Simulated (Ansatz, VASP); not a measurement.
**CaO in VASP and in Ansatz**

```
Ca O
1.0
     0.00000    2.39744    2.39744
     2.39744    0.00000    2.39744
     2.39744    2.39744    0.00000
Ca O
1 1
Direct
  0.00000 0.00000 0.00000
  0.50000 0.50000 0.50000
```

Alike in both runs: functional r2SCAN; k mesh 18 × 18 × 18; occupations fermi-dirac, width 0.08 eV; no spin polarisation.

Ansatz relaxed the structure, and its values are those at the end. VASP's run is a single point on that final structure, the one shown.

```csv
,VASP,Ansatz
version,VASP 6.6.1,Ansatz 0.2.0
potentials or method,"VASP PAW PBE potentials, release 64 (Ca_sv, O)","PAW with Ansatz's default frozen-core files, scalar-relativistic"
plane-wave cutoff (eV),520,500
valence electrons in the cell,16,16
```

|  | VASP | Ansatz | Ansatz less VASP |
| --- | --- | --- | --- |
| gap on the k mesh at the Fermi level (eV) | 4.19 | 4.20 | +0.012 |
| pressure (GPa) | 1.1 | 0.0 | -1.08 |

Caveats: the PAW data sets were made with another functional, which shifts forces and pressure a little (VASP). A k mesh can miss the band edges.
